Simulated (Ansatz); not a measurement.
## Pressure against volume in Lu

The cell was found from a structure generator's guess, not taken from experiment.

These are results of Ansatz 0.2.0, DFT PBE, scalar-relativistic, plane waves, PAW, not measurements. Settings of the last relaxation (1-atom cell): 420 eV, 20×20×20 k points, Gaussian smearing of 0.10 eV, no spin polarisation.

```cif
data_structure
_symmetry_space_group_name_H-M 'Fm-3m'
_symmetry_Int_Tables_number 225
_cell_length_a 4.8720
_cell_length_b 4.8720
_cell_length_c 4.8720
_cell_angle_alpha 90.000
_cell_angle_beta 90.000
_cell_angle_gamma 90.000
_cell_volume 115.64
loop_
_atom_site_label
_atom_site_type_symbol
_atom_site_symmetry_multiplicity
_atom_site_Wyckoff_symbol
_atom_site_fract_x
_atom_site_fract_y
_atom_site_fract_z
_atom_site_occupancy
Lu1 Lu 4 a 0.00000 0.00000 0.00000 1
```

The cell was set to several volumes, with shape and atoms relaxed at each where symmetry leaves them free. Pressure is positive in compression, and energies count from the lowest row. No row has a gap on its mesh.

```
row  V (Å³/atom)  P (GPa)  ΔE (meV/atom)
  1       25.441     6.81           66.0
  2       26.308     4.74           35.0
  3       27.176        ?              ?
  4       28.043     1.37            3.4
  5       28.910     0.02            0.0
  6       29.778    -1.16            3.5
  7       30.645    -2.20           12.9
  8       31.801    -3.38           33.4
```

Question: Find B = −V·ΔP/ΔV from rows 4 and 6 and from rows 1 and 2, and from the two its slope B′ and its value B0 at zero pressure.

Answer: Rows 4 and 6 give −(28.043 + 29.778)/2 × (-1.16 − (1.37))/(29.778 − 28.043) = 42.2 GPa at a mean pressure of 0.11 GPa. Rows 1 and 2 give −(25.441 + 26.308)/2 × (4.74 − (6.81))/(26.308 − 25.441) = 61.8 GPa at a mean pressure of 5.78 GPa. So B′ = (61.8 − 42.2)/(5.78 − (0.11)) = 3.46 and B0 = 42.2 − 3.46 × (0.11) = 41.8 GPa. A third-order Birch–Murnaghan fit to all the energies gives B0 = 42.3 GPa and B′ = 3.7.

Question: Estimate the pressure and energy of row 3.

Answer: From row 5, V0 = 28.910 × (1 + (0.02)/41.8) = 28.924 Å³/atom. Murnaghan's form P = (B0/B′)·[(V0/V)^B′ − 1] gives (41.8/3.46) × [(28.924/27.176)^3.46 − 1] = 2.91 GPa; the computed pressure is 2.94 GPa, so the estimate is off by -0.03 GPa. The work of compression from row 4, with the mean of the two pressures, gives ΔE = 3.4 + (2.91 + 1.37)/2 × (28.043 − 27.176)/160.2 × 1000 = 15.0 meV/atom (1 eV/Å³ = 160.2 GPa); the computed value is 14.6 meV/atom.

All volumes keep the k mesh of the relaxed cell. Symmetry constrained the relaxation, so the result can be a saddle point.
